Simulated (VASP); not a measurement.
# AgCl (Chlorargyrite) (Fm-3m) in VASP: further runs, part 2 of 2

VASP 6.6.1. Earlier steps stand in the parts before.

## (6) Single point, LDA

This run uses another cell than the first one, of 19.64 Å³/atom, 0.960 times its volume.

INCAR reads:

```
SYSTEM = AgCl
PREC = Accurate ; ENCUT = 520
EDIFF = 1E-6 ; ISMEAR = -1
SIGMA = 0.05 ; LREAL = .FALSE.
LASPH = .TRUE. ; NELM = 100
ALGO = Normal ; ISIF = 2
LWAVE = .FALSE. ; LCHARG = .FALSE.
GGA = CA ; NBANDS = 16
```

KPOINTS reads:

```
Automatic mesh
0
G
  8 8 8
  0 0 0
```

POSCAR reads:

```
AgCl
1.0
    0.0000000000      2.6980360093      2.6980360093
    2.6980360093      0.0000000000      2.6980360093
    2.6980360093      2.6980360093      0.0000000000
Ag Cl
1 1
Direct
    0.0000000000      0.0000000000      0.0000000000
    0.5000000000      0.5000000000      0.5000000000
```

Potentials or basis: VASP PAW LDA potentials, release 64 (Ag, Cl).

The run is started by

```sh
> cat potpaw_LDA.64/Ag/POTCAR potpaw_LDA.64/Cl/POTCAR > POTCAR
> mpirun -np 1 vasp_std > vasp.out
```

OUTCAR:

```text
SYSTEM = AgCl
   PREC = Accurate
   ENCUT = 520
   EDIFF = 1E-6
   ISMEAR = -1
   LREAL = .FALSE.
   LASPH = .TRUE.
   NELM = 100
   ISIF = 2
   GGA = CA

 ion  position               nearest neighbor table
   1  0.000  0.000  0.000-   2 2.70   2 2.70   2 2.70   2 2.70   2 2.70   2 2.70
   2  0.500  0.500  0.500-   1 2.70   1 2.70   1 2.70   1 2.70   1 2.70   1 2.70

  LATTYP: Found a face centered cubic cell.
 ALAT       =     5.3960720186

  Lattice vectors:

 A1 = (   0.0000000000,   2.6980360093,   2.6980360093)
 A2 = (   2.6980360093,   0.0000000000,   2.6980360093)
 A3 = (   2.6980360093,   2.6980360093,   0.0000000000)

Analysis of symmetry for initial positions (statically):
=====================================================================
 Subroutine PRICEL returns:
 Original cell was already a primitive cell.

 Routine SETGRP: Setting up the symmetry group for a
 face centered cubic supercell.

 Subroutine GETGRP returns: Found 48 space group operations
 (whereof 48 operations were pure point group operations)
 out of a pool of 48 trial point group operations.

The static configuration has the point symmetry O_h .

Analysis of symmetry for dynamics (positions and initial velocities):
=====================================================================
 Subroutine PRICEL returns:
 Original cell was already a primitive cell.

 Routine SETGRP: Setting up the symmetry group for a
 face centered cubic supercell.

 Subroutine GETGRP returns: Found 48 space group operations
 (whereof 48 operations were pure point group operations)
 out of a pool of 48 trial point group operations.

The dynamic configuration has the point symmetry O_h .

 Subroutine INISYM returns: Found 48 space group operations
 (whereof 48 operations are pure point group operations),
 and found     1 'primitive' translations

[... 102 lines left out ...]
   POTIM  = 0.5000    time-step for ionic-motion
   TEBEG  =    0.0;   TEEND  =   0.0 temperature during run
   PSTRESS=    0.0 pullay stress
   NELECT =      18.0000    total number of electrons
   NUPDOWN=      -1.0000    fix difference up-down
   EMIN   =  10.00;   EMAX   =-10.00  energy-range for DOS
   EFERMI =   0.00;   METHOD = LEGACY
   ISMEAR =    -1;   SIGMA  =   0.05  broadening in eV -4-tet -1-fermi 0-gaus
   EFERMI_NEDOS =   21; number of points for ismear=-14 and -15
   IALGO  =     38    algorithm
   IMIX   =      4    mixing-type and parameters
     AMIX     =   0.40;   BMIX     =  1.00
     AMIX_MAG =   1.60;   BMIX_MAG =  1.00
  volume/ion in A,a.u.               =      19.64       132.54
  Fermi-wavevector in a.u.,A,eV,Ry     =   1.262141  2.385101 21.674085  1.593000
  Thomas-Fermi vector in A             =   2.395564
   LORBIT       =      0    0 simple, 1 ext, 2 COOP (PROOUT), +10 PAW based schemes
   GGA     = CA    functional components
   LHFCALC =     F    Hartree Fock is set to
   AEXX    =    0.0000 exact exchange contribution
   IVDW    =     0    specifies the selected vdW correction
   LEPSILON=     F    determine dielectric tensor
   LRPA    =     F    only Hartree local field effects (RPA)
 non-spin polarized calculation
  energy-cutoff  :      520.00
  volume of cell :       39.28
 maximum number of plane-waves:      1067
   NGX = 15   NGY = 15   NGZ = 15

 number of electron      18.0000008 magnetization

 Free energy of the ion-electron system (eV)
  ---------------------------------------------------
  ext. energy  EPLUGINS =         0.00000000
  ---------------------------------------------------
  free energy    TOTEN  =        -6.78911212 eV

  energy without entropy =       -6.78909133  energy(sigma->0) =       -6.78910172

 E-fermi :   5.0817     XC(G=0): -10.8591

 val. band max:        4.6836511822   @ k =   0.5000   0.0000   0.0000
 cond. band min:       5.3308678059   @ k =   0.0000   0.0000   0.0000
 fundamental gap:      0.6472166237
 Fermi energy:         5.0817148870

 k-point     1 :       0.0000    0.0000    0.0000
  band No.  band energies     occupation
      1     -10.9492      2.00000
      2       1.7926      2.00000
      3       1.7926      2.00000
      4       1.7926      2.00000
      5       1.8373      2.00000
      6       1.8373      2.00000
[... 433 lines left out ...]
      3      -0.0362      2.00000
      4       0.0346      2.00000
      5       2.1766      2.00000
      6       2.2577      2.00000
[... 8 lines left out ...]
     15      18.2648      0.00000
     16      19.7966      0.00000

 [... further k-points ...]
[... 5 lines left out ...]
  --------------------------------------------------------------------------------------
  -------------------------------------------------------------------------------------
  Total       -0.3680407     -0.3680407     -0.3680407      0.0000000      0.0000000     -0.0000000
  in kB      -15.0118144    -15.0118144    -15.0118144      0.0000000      0.0000000     -0.0000000
  external PRESSURE =     -15.0118144 kB  Pullay stress =       0.0000000 kB

 VOLUME and BASIS-vectors are now :
 -----------------------------------------------------------------------------
  energy-cutoff  :      520.00
  volume of cell :       39.28
      direct lattice vectors                 reciprocal lattice vectors
     0.000000000  2.698036009  2.698036009    -0.185319988  0.185319988  0.185319988
     2.698036009  0.000000000  2.698036009     0.185319988 -0.185319988  0.185319988
     2.698036009  2.698036009  0.000000000     0.185319988  0.185319988 -0.185319988

 POSITION                                       TOTAL-FORCE (eV/Angst)
 -----------------------------------------------------------------------------------
      0.00000      0.00000      0.00000         0.000000      0.000000      0.000000
      2.69804      2.69804      2.69804         0.000000      0.000000     -0.000000
 -----------------------------------------------------------------------------------
    total drift:                                0.000000      0.000000      0.000000

  FREE ENERGIE OF THE ION-ELECTRON SYSTEM (eV)
  ---------------------------------------------------
  free  energy   TOTEN  =        -6.7891121176 eV

  energy  without entropy=       -6.7890913265  energy(sigma->0) =       -6.78910172
```

OSZICAR:

```text
N       E                     dE             d eps       ncg     rms          rms(c)
DAV:   1     0.100473185424E+03    0.10047E+03   -0.87471E+03   952   0.102E+03
DAV:   2    -0.341145431938E+01   -0.10388E+03   -0.96528E+02  1184   0.228E+02
DAV:   3    -0.692164411002E+01   -0.35102E+01   -0.35030E+01  1128   0.437E+01
DAV:   4    -0.694507283189E+01   -0.23429E-01   -0.23427E-01  1176   0.382E+00
DAV:   5    -0.694537103682E+01   -0.29820E-03   -0.29820E-03  1152   0.421E-01    0.800E+00
DAV:   6    -0.679824433518E+01    0.14713E+00   -0.23777E-01  1184   0.673E+00    0.523E+00
DAV:   7    -0.679154162101E+01    0.67027E-02   -0.62667E-02  1128   0.168E+00    0.210E+00
DAV:   8    -0.678919405301E+01    0.23476E-02   -0.34210E-03  1040   0.547E-01    0.269E-01
DAV:   9    -0.678910643482E+01    0.87618E-04   -0.31728E-04  1224   0.218E-01    0.327E-02
DAV:  10    -0.678911156521E+01   -0.51304E-05   -0.13489E-05  1120   0.367E-02    0.113E-02
DAV:  11    -0.678911211764E+01   -0.55243E-06   -0.84297E-07   760   0.848E-03
   1 F= -.67891121E+01 E0= -.67891017E+01  d E =-.207911E-04
```

It used 22 s of CPU time on 1 thread of AMD EPYC 7R13 Processor (Zen 3), with other jobs on the host.

Results:

```
Free energy            : -6.7891 eV
Pressure               : -1.5 GPa
Band gap on the k mesh : 0.65 eV, indirect (least direct gap 3.27 eV)
```

Levels at points of the mesh, in eV from the valence-band top:
```
           k point  band 6  band 7  band 8  band 9  band 10  band 11  band 12  band 13
(0.00, 0.00, 0.00)   -2.85   -2.65   -2.65   -2.65     0.65    10.72    10.72    10.72
(0.50, 0.00, 0.00)   -2.43   -2.06    0.00    0.00     3.74     6.81     7.29     7.29
(0.50, 0.50, 0.00)   -2.61   -2.28   -2.28   -2.13     1.98     7.74     8.67    11.66
```

## (7) Overview

```csv
level,potentials or basis,spin,cell,cutoff (eV),smearing,gap on the mesh (eV),pressure (GPa)
PBEsol,"VASP PAW PBE potentials, release 64 (Ag, Cl)","non-collinear, zero start, SOC","a = 3.868 Å, angles 60.0°, 2 atoms",520,fermi-dirac 0.05 eV,-,-0.8
PBE,"VASP PAW PBE potentials, release 64 (Ag, Cl)",off,"a = 3.868 Å, angles 60.0°, 2 atoms",500,fermi-dirac 0.02 eV,0.90,3.8
PBEsol,"VASP PAW PBE potentials, release 64 (Ag, Cl)",off,"a = 3.816 Å, angles 60.0°, 2 atoms",500,fermi-dirac 0.05 eV,0.72,1.6
LDA,"VASP PAW LDA potentials, release 64 (Ag, Cl)",off,"a = 3.789 Å, angles 60.0°, 2 atoms",520,fermi-dirac 0.05 eV,0.65,-0.1
LDA,"VASP PAW LDA potentials, release 64 (Ag, Cl)",off,"a = 3.816 Å, angles 60.0°, 2 atoms",520,fermi-dirac 0.05 eV,0.65,-1.5
```

Alike in all rows: task single point; k mesh 8 × 8 × 8.

Caveats: the PAW data sets were made with another functional, which shifts forces and pressure a little (some runs).

Absolute energies hang on the potentials; compare differences alone.

## (8) Against experiment

Step 4. Measured gap of AgCl: 3.249 eV (indirect; a printed reference work, data compilation). This calculation gives 0.72 eV (-2.53 eV). So large a miss can be the level of theory's own, or it may mean another phase, state or a wrong row. Spin-orbit coupling on Ag is left out. The value is that of PBEsol on a finite k mesh, which can miss the band edges, without temperature or zero-point motion. Semilocal functionals fall short of measured gaps as a rule.

Step 5. Measured gap of AgCl: 3.249 eV (indirect; a printed reference work, data compilation). This calculation gives 0.65 eV (-2.59 eV). So large a miss can be the level of theory's own, or it may mean another phase, state or a wrong row. Spin-orbit coupling on Ag is left out. The value is that of LDA on a finite k mesh, which can miss the band edges, without temperature or zero-point motion. Semilocal functionals fall short of measured gaps as a rule.

Step 6. A measured gap of AgCl is 3.249 eV (indirect; a printed reference work, data compilation); the calculated 0.65 eV misses it by -2.60 eV. So large a miss can be the level of theory's own, or it may mean another phase, state or a wrong row. Spin-orbit coupling on Ag is left out. The value is that of LDA on a finite k mesh, which can miss the band edges, without temperature or zero-point motion. Semilocal functionals fall short of measured gaps as a rule.
